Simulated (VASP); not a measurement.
Te, 2 atoms in the cell. It takes space group Imma (No. 74, orthorhombic). The conventional cell has a = 5.916 Å, b = 7.752 Å, c = 3.070 Å, α = 90.00°, β = 90.00°, γ = 90.00°. Around Te (site symmetry mm2) lie 4 Te at 2.96 to 3.07 Å. This isn't the form of Te at room conditions, which is trigonal, of chains.

```yaml
Program: VASP 6.6.1
Task: single point
Functional: PBE
Potentials_or_basis: VASP PAW PBE potentials, release 64 (Te_GW)
Cutoff: 450 eV
k_mesh: 5 × 5 × 5
Occupations: gaussian, width 0.02 eV
Spin: no spin polarisation
Further_INCAR_settings: ALGO = Normal; EDIFF = 1e-06; NBANDS = 13
```

Potentials or basis: VASP PAW PBE potentials, release 64 (Te_GW).

Command:

```console
$ cat potpaw_PBE.64/Te_GW/POTCAR > POTCAR
$ mpirun -np 1 vasp_std > vasp.out
```

Hardware: 1 thread of Intel(R) Xeon(R) 6975P-C (Granite Rapids), on a shared host.

Task: How long does it take, and how much memory?

Result: Wall time 14 s on 1 thread of Intel(R) Xeon(R) 6975P-C (Granite Rapids) (shared host), peak memory 0.19 GiB. Counts: scf iterations 10, k points 27.
